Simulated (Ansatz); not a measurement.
Runs of Ansatz 0.2.0 on SnO. Symmetry: P4/nmm, No. 129, tetragonal system. Conventional cell: a = 3.814 Å, b = 3.814 Å, c = 4.887 Å, α = 90.00°, β = 90.00°, γ = 90.00°. Sn (site symmetry 4mm) is surrounded by 4 O at 2.23 Å. O (site symmetry -4m2) is surrounded by 4 Sn at 2.23 Å. The cell is a database's computed one.

```csv
task,level,cell,k mesh,cutoff (eV),target pressure (GPa),points for each segment of the path,share of exact exchange,mesh quality,gap on the mesh (eV),pressure (GPa),largest force (eV/Å)
relaxation of cell and atoms,PBE,relaxed to 30 GPa,7 × 7 × 6,420,30,-,-,not flagged,none,30.0,-
band structure,PBEsol,as given,4 × 4 × 3,420,-,14,-,coarse,0.13,(c),0.12
band structure,PBE,as given,7 × 7 × 6,420,-,14,-,not flagged,0.37,3.6,(a)
band structure,BLYP,as given,4 × 4 × 3,420,-,14,-,coarse,0.37,8.2,0.55
relaxation of cell and atoms,PBE,relaxed to 10 GPa,7 × 7 × 6,420,10,-,-,not flagged,none,10.0,-
single point,r2SCAN0 form with a typed share of exact exchange,as given,4 × 4 × 3,500,-,-,0.15,coarse,0.88,(d),0.39
relaxation of cell and atoms,PBE,relaxed,7 × 7 × 6,420,0,-,-,not flagged,0.71,0.0,-
relaxation of cell and atoms,PBE,relaxed to 2 GPa,7 × 7 × 6,420,2,-,-,not flagged,(b),2.0,-
```

Alike in all rows: potentials or basis Ansatz PAW; no spin polarisation; smearing fermi-dirac 0.05 eV.

Q: Fill in the values left out.

A: (a) 0.37; (b) 0.27; (c) -0.6; (d) -2.0.

Caveats: some runs use coarse meshes; spin-orbit coupling is left out, which moves the levels of the heavy elements (some runs); the plane-wave basis is chosen anew once the cell has moved, so the energies of steps on either side of that aren't comparable (some runs); the PAW data sets come from PBE, with cores solved anew for the run's functional, which leaves a small shift of forces and pressure (some runs); odd divisions of the mesh miss points on the zone boundary, where band edges often lie, so the gap on the mesh can be too wide (some runs); the k mesh misses the band edges, so the gap on the mesh is wider than the one along the path (some runs); the thresholds are loose for stress (some runs).

A k mesh can miss the band edges, and the runs leave out spin-orbit coupling on Sn.

A gap of «none» marks a metal or a gap under the smearing width.
